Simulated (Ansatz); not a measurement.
**What GaN (model cell, started as NiAs type) distorts into**

Aim: this structure of GaN (model cell, started as NiAs type) is to be tested for unstable modes, and one is followed downhill.

Calculated with Ansatz 0.2.0; DFT PBEsol, scalar-relativistic, plane waves, PAW; PAW set soft_1.

This is a report of a sequence of runs, with most program output left out.

The structure was built from a prototype and need not be the compound's stable phase.

## 1. The starting structure

It takes space group P6_3/mmc (No. 194, hexagonal). Conventional cell: a = 2.969 Å, b = 2.969 Å, c = 5.041 Å, α = 90.00°, β = 90.00°, γ = 120.00°. Ga has 6 N at 2.13 Å nearest. Nearest to N lie 6 Ga at 2.13 Å. Farther neighbours and most contacts between anions are not listed.

## 2. Phonons on a q mesh

The cell comes from relaxations at this level that are not shown. Stability and thermal properties need the whole zone. Linear response on a 3×3×2 q mesh gives force constants as far as a supercell of that size would, and the tensors from the zone-centre run are typed in so that the long-range dipole term is interpolated apart.

Input file input.yaml:

```yaml
crystal:
  lattice:
    - [2.9690603486, 0.0, 0.0]
    - [-1.4845301743, 2.5712816873, 0.0]
    - [0.0, 0.0, 5.0411260807]
  atoms:
    - { symbol: Ga, position: [0.0, 0.0, 0.0] }
    - { symbol: Ga, position: [0.0, 0.0, 0.5] }
    - { symbol: "N", position: [0.3333333333, 0.6666666667, 0.25] }
    - { symbol: "N", position: [0.6666666667, 0.3333333333, 0.75] }
kpoints:
  mp_grid: { grid: [12, 12, 8] }
hamiltonian:
  xc: pbesol
  pseudopotentials: { kind: paw, azcp: { folder: soft_1 }, xc_functional: pbe }
scf:
  occupations: { method: fixed }
output:
  eigenvalues: true
phonons:
  method: dfpt
  qmesh: [3, 3, 2]
  temperatures: { t_max: 1000, t_step: 50 }
  qpath:
    path:
      - [[0.0, 0.0, 0.0], [0.5, 0.0, 0.0], [0.33333333, 0.33333333, 0.0], [0.0, 0.0, 0.0], [0.0, 0.0, 0.5], [0.5, 0.0, 0.5], [0.33333333, 0.33333333, 0.5], [0.0, 0.0, 0.5]]
      - [[0.5, 0.0, 0.5], [0.5, 0.0, 0.0]]
      - [[0.33333333, 0.33333333, 0.5], [0.33333333, 0.33333333, 0.0]]
    npoints: 10
  non_analytic_term:
    high_frequency_dielectric_tensor: [[8.6835, 0.0, 0.0], [0.0, 8.6835, 0.0], [0.0, 0.0, 9.372]]
    born_effective_charges:
      - { species: Ga, tensor: [[3.4519, 0.0, 0.0], [0.0, 3.4519, 0.0], [0.0, 0.0, 3.7085]] }
      - { species: Ga, tensor: [[3.4519, 0.0, 0.0], [0.0, 3.4519, 0.0], [0.0, 0.0, 3.7085]] }
      - { species: "N", tensor: [[-3.4519, 0.0, 0.0], [0.0, -3.4519, 0.0], [0.0, 0.0, -3.7085]] }
      - { species: "N", tensor: [[-3.4519, 0.0, 0.0], [0.0, -3.4519, 0.0], [0.0, 0.0, -3.7085]] }
    source: "zone-centre run at this cell"
```

The run is started by

```
ansatz run input.yaml --threads 4 --pin off --max-ram 10240MiB --backend cpu --events-out ev --progress --plain --runs-dir out
```

Run time: 3 min. Hardware: 4 threads of AMD EPYC 7R13 (Zen 3), shared host; peak memory 1.8 GiB.

Numbers from this step:

```
gap on the k-mesh                                       : 1.211 eV
volume per atom                                         : 9.621 Å³
sum-rule residual before enforcement                    : 2.97e-5 eV/Å²
lowest frequency on the path                            : -19.72 cm⁻¹
point group                                             : 6/mmm
highest frequency on the path or at a solved wavevector : 629.5 cm⁻¹
highest optical mode at the zone centre (no LO-TO term) : 597.6 cm⁻¹
lowest optical zone-centre mode                         : -19.72 cm⁻¹
lowest mode on the q mesh (acoustic modes at Γ apart)   : -19.72 cm⁻¹
```

Frequencies (cm⁻¹) solved at each irreducible wavevector; negative means imaginary. Frequencies by wavevector, by row:

```tsv
q in reciprocal lattice units	star	mode 1	mode 2	mode 3	mode 4	mode 10	mode 11	mode 12
0 0 0	1	-19.7	-19.7	0	0	404.6	418.1	597.6
0 0 -0.5	1	10.7	10.7	10.7	10.7	359	608.4	608.4
0 0.3333 0	6	48.7	103.2	123.2	174.5	518.3	554.5	619.6
0 0.3333 -0.5	6	115.3	115.3	210.7	210.7	415.3	596.5	596.5
0.3333 0.3333 0	2	57.7	174.6	174.6	240.9	567.4	571.7	571.7
0.3333 0.3333 -0.5	2	186.7	186.7	220.3	220.3	529.7	584.1	584.1
```

Interpolated from a 3×3×2 q mesh, rough between the solved points, with the LO-TO term (at Γ the limit along the path; where Γ stands inside the path, tables give the limit on arrival). The phonon branches at the labelled points (cm⁻¹):

```tsv
point	branch 1	branch 2	branch 3	branch 4	branch 9	branch 10	branch 11	branch 12
Γ	-20	-20	0	0	405	418	598	630
halfway	30	83	109	143	439	509	554	622
M	55	121	128	202	451	491	601	615
halfway	56	139	172	196	432	519	586	605
K	58	175	175	241	455	567	572	572
halfway	40	96	134	156	444	530	539	616
Γ	-20	-20	0	0	405	418	598	630
halfway	-15	-15	12	12	392	392	604	605
A	11	11	11	11	359	359	608	608
halfway	94	94	179	179	395	395	589	589
L	134	134	216	216	438	438	611	611
halfway	160	160	217	217	484	484	601	601
H	187	187	220	220	530	530	584	584
halfway	115	115	192	192	422	422	588	588
A	11	11	11	11	359	359	608	608
jump to L	134	134	216	216	438	438	611	611
halfway	126	131	132	218	408	478	602	618
M	55	121	128	202	451	491	601	615
jump to H	187	187	220	220	530	530	584	584
halfway	129	181	181	241	481	560	580	580
K	58	175	175	241	455	567	572	572
```

Symmetry leaves 6 wavevectors to solve. The lowest mode among them, the acoustic zeros apart, lies at Γ and is imaginary, 19.7i cm⁻¹, so the energy falls along it.

## 3. The mode frozen in, largest atomic shift 0 Å

The mode followed lies at Γ with frequency 19.7i cm⁻¹ and is 2-fold degenerate, the softest among the wavevectors solved. At small amplitude the distorted cell has space group no. 36 by a symmetry search on the positions. The undistorted cell that holds it gives the zero of energy on the same k mesh.

input.yaml, the sections that differ from step 2:

```yaml
scf:
  occupations: { method: gaussian, width: 0.02 }
output:
  forces: true
  stress: true
  eigenvalues: true
# crystal, kpoints, hamiltonian: as in step 2
# phonons: removed
```

Elapsed: 1.1 s, on 4 threads; peak memory 0.41 GiB.

Numbers from this step:

| Item | Value |
| --- | --- |
| pressure | 0.007247 GPa |
| energy from the undistorted cell | 0 meV/atom |

At this level the gap is 1.21 eV on the k-mesh of the self-consistent run, which can miss the band edges.

## 4. The mode frozen in, largest atomic shift 0.08 Å

The atoms are moved along the unstable eigenvector, the largest shift by 0.08 Å, with the cell fixed.

Changes to input.yaml since step 3:

```diff
@@ -6,4 +6,4 @@
   atoms:
-    - { symbol: Ga, position: [0.0, 0.0, 0.0] }
-    - { symbol: Ga, position: [0.0, 0.0, 0.5] }
+    - { symbol: Ga, position: [-0.0155564442, -0.0311128883, 0.0] }
+    - { symbol: Ga, position: [0.0155564442, 0.0311128883, 0.5] }
     - { symbol: "N", position: [0.3333333333, 0.6666666667, 0.25] }
```

It took 3.2 s on 4 threads; peak memory 0.52 GiB.

This step gave:

| Property | Result |
| --- | --- |
| pressure | 0.4954 GPa |
| gap on the k-mesh | 1.224 eV |
| energy from the undistorted cell | -0.049 meV/atom |

The energy, extrapolated to zero smearing, is -0.05 meV/atom against the undistorted cell.

The run ends at a pressure of 0.50 GPa, with forces up to 0.061 eV/Å.

## 5. Energy along the mode, all amplitudes (two of the runs are shown above)

An imaginary frequency means negative curvature, so the energy should fall and then rise again as anharmonic terms take over.

Numbers from this step:

```yaml
depth_at_the_lowest_point_sampled: 0.049 meV/atom
largest_atomic_shift_at_that_point: 0.08 Å
```

Table of energy from the parent by largest atomic shift:

```tsv
largest atomic shift (Å)	energy from the parent (meV/atom)
0.0000	0
0.0400	-0.033
0.0800	-0.049
0.1400	0.541
0.2200	4.94
```

Displacement at unit largest shift by atom:

```tsv
atom	x (Å)	y (Å)	z (Å)	size
Ga1	0.00	-1.00	0.00	1.00
Ga2	0.00	1.00	0.00	1.00
N3	0.00	0.00	0.00	0.00
N4	0.00	0.00	0.00	0.00
```

The lowest of the steps tried is at 0.08 Å, 0.049 meV/atom below the parent; the bottom of the well need not coincide with a step.

## 6. Relaxing from the distorted cell

Starting from the lowest point found, all atoms and the cell are let go, so that strain and other modes of the same symmetry can join in.

Changes to input.yaml since step 4:

```diff
@@ -16,3 +16,3 @@
 scf:
-  occupations: { method: gaussian, width: 0.02 }
+  occupations: { method: fixed }
 output:
@@ -21 +21,6 @@
   eigenvalues: true
+relax:
+  adjacent_minimum: "off"
+  f_tol: 0.002
+  max_steps: 120
+  cell: { stress_tol: 0.03 }
```

Run time: 58 s. Hardware: 4 threads; peak memory 0.59 GiB.

Relaxation path:

```tsv
step	energy less that of the first step (eV)	largest force component (eV/Å)	pressure (GPa)	volume (Å³)
1	0.0000	0.0601	0.50	38.49
2	-0.0003	0.0530	0.16	38.55
3	-0.0006	0.0324	-0.01	38.58
4	-0.0022	0.0421	0.00	38.61
5	-0.0063	0.1049	-0.04	38.71
6	-0.0363	0.3276	0.18	38.97
7	-0.2319	0.7731	0.78	39.66
8	-0.5489	0.4370	0.57	40.58
9	-0.5783	0.1275	-0.76	40.93
10	-0.5824	0.0060	0.19	40.73
11	-0.5823	0.0009	-0.06	40.77
12	-0.5824	0.0004	0.00	40.76
13*	-0.6031	0.0014	0.64	40.76
14	-0.6038	0.0051	0.08	40.90
15	-0.6038	0.0024	0.00	40.92
16	-0.6038	0.0001	0.00	40.92
17*	-0.6042	0.0002	0.01	40.92
```

Relaxation steps marked * repeat the geometry before them on a plane-wave basis chosen anew for their cell, so energy and pressure can jump there.

The run keeps the 4 symmetry operations that it works with, so distortions that break them were not tested.

```tsv
cell as run	before	after	change
a (Å)	2.969	2.848	-4.1 %
b (Å)	2.969	3.218	+8.4 %
c (Å)	5.041	4.978	-1.3 %
γ (°)	120.00	116.26	-3.1 %
volume (Å³/atom)	9.62	10.23	+6.3 %
```

The atoms that moved most (Å, as changes of fractional coordinates times the final cell):

```tsv
atom	dx	dy	dz	length
Ga1	0.000	-0.498	-0.122	0.513
Ga2	0.000	0.498	-0.122	0.513
N3	0.000	0.327	0.122	0.349
N4	0.000	-0.327	0.122	0.349
```

The relaxed structure:

```xyz
4
Lattice="2.8483 0.0000 0.0000 -1.4241 2.8861 0.0000 0.0000 0.0000 4.9781" Properties=species:S:1:pos:R:3 pbc="T T T"
Ga    0.0000   -0.5881   -0.1221
Ga    0.0000    0.5881    2.3669
N     0.0000    2.2512    1.3666
N     1.4241    0.6349    3.8556
```

This step gave:

```yaml
pressure: 0.01135 GPa
gap_on_the_k_mesh: 1.027 eV
volume_per_atom: 10.23 Å³
```

The distorted start has space group Cmc2_1; the relaxation ends in Cmc2_1.

## 7. The new phase in its own primitive cell

The relaxed structure is symmetrised, reduced to its primitive cell and relaxed tightly, as its phonons need.

input.yaml, the sections that differ from step 6:

```yaml
crystal:
  lattice:
    - [1.4241484204, -2.8860719796, 0.0]
    - [1.4241484204, 2.8860719796, 0.0]
    - [0.0, 0.0, 4.9780627804]
  atoms:
    - { symbol: Ga, position: [0.1018829061, 0.8981170939, 0.9754755312] }
    - { symbol: Ga, position: [0.8981170939, 0.1018829061, 0.4754755312] }
    - { symbol: "N", position: [0.609990238, 0.390009762, 0.2745244688] }
    - { symbol: "N", position: [0.390009762, 0.609990238, 0.7745244688] }
kpoints:
  mp_grid: { grid: [12, 12, 6] }
relax:
  adjacent_minimum: "off"
  f_tol: 0.001
  max_steps: 60
  cell: { stress_tol: 0.01 }
# hamiltonian, scf, output: as in step 6
```

Wall time 9 s (4 threads); peak memory 0.55 GiB; 34 s of CPU time.

Little changed from the start: no atom moved by 0.005 Å and no cell edge by 0.1 %.

This step gave:

```
pressure           : 0.003833 GPa
direct gap on mesh : 1.149 eV
```

The largest force component left is 0.30 meV/Å and the pressure is 0.004 GPa, within the tolerances set. The cell now holds 10.23 Å³/atom.

## 8. Modes of the new phase, k-mesh 12×12×6

A relaxed structure may still be a saddle point, so its zone-centre modes are computed. The response to a homogeneous field gives the Born charges and the dielectric tensor, and its change with displacement the Raman tensors.

input.yaml, the sections that differ from step 7:

```yaml
crystal:
  lattice:
    - [1.4241353824, -2.8862870334, 0.0]
    - [1.4241353824, 2.8862870334, 0.0]
    - [0.0, 0.0, 4.9779513579]
  atoms:
    - { symbol: Ga, position: [0.1018876729, 0.8981123271, 0.9754702759] }
    - { symbol: Ga, position: [0.8981123271, 0.1018876729, 0.4754702759] }
    - { symbol: "N", position: [0.60999358, 0.39000642, 0.2745297241] }
    - { symbol: "N", position: [0.39000642, 0.60999358, 0.7745297241] }
output:
  eigenvalues: true
phonons:
  method: dfpt
  dielectric: true
  rigid_motions: translations
  raman: true
# kpoints, hamiltonian, scf: as in step 7
# relax: removed
```

The job ended after 6.5 min (4 threads; peak memory 3.3 GiB; 24 min of CPU time).

This step gave:

```yaml
sum_rule_residual_before_enforcement: 1.78e-4 eV/Å²
miss_of_the_charge_sum_rule: 0.004522 e
estimated_error_of_the_dielectric_tensor: 0.02822
estimated_error_of_the_born_charges: 0.01924 e
point_group: mm2
highest_optical_mode_at_the_zone_centre_no_lo_to_term: 661.5 cm⁻¹
lowest_optical_zone_centre_mode: 108.4 cm⁻¹
mean_high_frequency_dielectric_constant: 8.008
largest_born_charge_third_of_the_trace: 3.184 e
mean_static_dielectric_constant: 27.03
top_of_the_zone_centre_spectrum_with_the_field: 703.7 cm⁻¹
```

Without the LO-TO term. Patterns of degenerate modes are one choice out of their space. Modes at Γ, with each element's share of the kinetic energy:

```tsv
mode	frequency (cm⁻¹)	symmetry	Ga %	N %
1	0.0	acoustic	83	17
2	0.0	acoustic	83	17
3	0.0	acoustic	83	17
4	108.4	A2	99	1
5	147.6	A1	94	6
6	253.9	A2	1	99
7	303.7	B1	17	83
8	323.5	A1	13	87
9	353.9	B2	94	6
10	451.4	B2	20	80
11	571.9	A1	10	90
12	661.5	B2	2	98
```

Displacements in mode 4 (108.4 cm⁻¹), the largest set to 1:
```
Ga1 -1.00  0.00  0.00
Ga2  1.00  0.00  0.00
N3  -0.21  0.00  0.00
N4   0.21  0.00  0.00
```

Displacements in mode 12 (661.5 cm⁻¹), the largest set to 1:
```
Ga1  0.00 -0.06 -0.02
Ga2  0.00 -0.06  0.02
N3   0.00  0.31 -1.00
N4   0.00  0.31  1.00
```

Optical modes at the zone centre, without and with the macroscopic field of the longitudinal modes; each column is sorted by frequency, so a row need not hold one and the same mode. Modes with and without the field, by row:

```tsv
rank among optical modes	no field (cm⁻¹)	q along (1, 0, 0) (cm⁻¹)	q along (0, 1, 0) (cm⁻¹)	q along (0, 0, 1) (cm⁻¹)
1	108.4	108.4	108.4	108.4
2	147.6	147.6	147.6	156.4
3	253.9	253.9	253.9	253.9
4	303.7	323.5	303.7	303.7
5	323.5	353.9	323.5	353.9
6	353.9	451.4	361.7	451.4
7	451.4	571.9	571.9	498.6
8	571.9	628	600.9	661.5
9	661.5	661.5	703.7	666.8
```

Born charge (rows field, columns displacement) (e), principal values of the symmetric part by kind of site:

```tsv
atom	atoms with these values	low	middle	high	mean
Ga1	2	2.67	3.41	3.46	3.18
N3	2	-3.46	-3.33	-2.76	-3.18
```

In full for Ga1:

```
 3.46  0.00  0.00
 0.00  2.82 -0.31
 0.00 -0.28  3.27
```

High-frequency dielectric tensor:

```
8.19 0.00 0.00
0.00 7.45 0.00
0.00 0.00 8.39
```

Static dielectric tensor (ions relaxed, fixed cell):

```
35.02  0.00  0.00
 0.00 15.60  0.00
 0.00  0.00 30.46
```

Transverse modes. Infrared lines, with heights relative to the strongest:

```tsv
position (cm⁻¹)	label	relative intensity
108	A2	0.0
148	A1	3.5
254	A2	0.0
304	B1	100
324	A1	72
354	B2	6.0
451	B2	55
572	A1	14
662	B2	5.6
```

Activity x (w_L - w)^4 (n + 1)/w, 532 nm, 300 K; the tensors are static ones, while 532 nm light lies above the computed direct gap, where resonance would change the heights; modes without the macroscopic field alone. Raman lines, with heights relative to the strongest:

```tsv
position (cm⁻¹)	label	relative intensity
108	A2	14
148	A1	3.1
254	A2	24
304	B1	14
324	A1	99
354	B2	1.4
451	B2	11
572	A1	78
662	B2	100
```

Before it was imposed, the acoustic sum rule was missed by 1.8e-4 eV/Å² and the charge sum rule by 0.0045 e. Small misses are needed for a sound result but don't prove that mesh and cutoff are converged. The lowest optical mode is real, 108 cm⁻¹.

The log warns of the k mesh: “the force constants stand on the 12×12×6 k-mesh, whose period is 10.66 times the interband length at k = (0.0000, 0.0000, 0.0000), direct gap 1.149 eV, under 14: take them and everything formed from them as unconverged”.

## 9. Outcome

| Quantity | Value |
| --- | --- |
| unstable mode of the parent | q = (0, 0, 0), 20i cm⁻¹ |
| depth at the lowest point sampled | 0.049 meV/atom |
| largest atomic shift at that point | 0.08 Å |
| space group reached (within 0.01 Å) | Cmc2_1 |
| energy gained over the parent (first relaxation, on the mesh of the frozen mode) | 151 meV/atom |
| volume per atom, phase reached | 10.2 Å³ |
| gap on the k-mesh, phase reached | 1.03 eV |
| lowest optical zone-centre mode, phase reached | 108 cm⁻¹ |
| highest optical mode at the zone centre (no LO-TO term), phase reached | 662 cm⁻¹ |

What this shows: Along this mode the structure falls into Cmc2_1, 151 meV/atom below the parent. At the parent's cell the well is 0.049 meV/atom deep on the steps tried, with its lowest point at a shift of 0.08 Å. Relaxing atoms and cell changes the gain by +151.04 meV/atom against the lowest step (energies at zero smearing). Most of the total comes from this relaxation. The new phase has no imaginary mode at the zone centre of its cell; other wavevectors were not checked. How so shallow a well moves with the k mesh was not tested. Of the 3 patterns followed to their end from this parent, this one ends 409 meV/atom above the lowest, F-43m. Each path keeps the symmetry of its pattern, so a lower phase may lie along a pattern not tried. With the field response the log warns that the k mesh is coarse for the force constants too, so the frequencies may not be converged. The q mesh stands for a supercell only 8.9 Å across, so branches between the solved wavevectors are rough. The program warns that the interpolation holds no quadrupole term, so branches close to Γ can be off in this crystal. The PAW files were made for PBE and serve the other functionals too. The starting cell was built on a prototype and not taken from a measurement, so the phase need not exist.

[Logs are printed without paths, hosts, clocks, repeated set-up lines and the standing remarks that a program may print on its own settings, such as how far it seeks lower states.]

[Hosts, paths, dates, database ids (printed as entryN), source tags and the programs' standing remarks are cut or masked in the printed files.]
